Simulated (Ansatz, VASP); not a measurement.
# Ge in VASP and in Ansatz

```
CELL_PARAMETERS angstrom
3.99759 0.00000 0.00000
-1.99879 3.46201 0.00000
0.00000 0.00000 6.59938
ATOMIC_POSITIONS crystal
Ge 0.33333 0.66667 0.93710
Ge 0.66667 0.33333 0.43710
Ge 0.33333 0.66667 0.56290
Ge 0.66667 0.33333 0.06290
```

Alike in both runs: functional LDA; k mesh 8 × 8 × 4; occupations fermi-dirac, width 0.05 eV; no spin polarisation.

```csv
,VASP,Ansatz
version,VASP 6.6.1,Ansatz 0.2.0
potentials or method,"VASP PAW LDA potentials, release 64 (Ge_d), cutoff 520 eV","all-electron LAPW, scalar-relativistic"
task,single point,band structure
```

|  | VASP | Ansatz | Ansatz less VASP |
| --- | --- | --- | --- |
| gap on the k mesh at the Fermi level (eV) | 0.17 | 0.15 | -0.020 |
| least direct gap on the mesh (eV) | 0.25 | 0.23 | -0.020 |
| pressure (GPa) | -1.8 | -1.9 | -0.07 |
| largest component of the traceless stress (GPa) | 0.18 | 0.19 | +0.008 |

Ansatz ran all-electron here, so the differences hold the error of VASP's frozen core and of both bases.
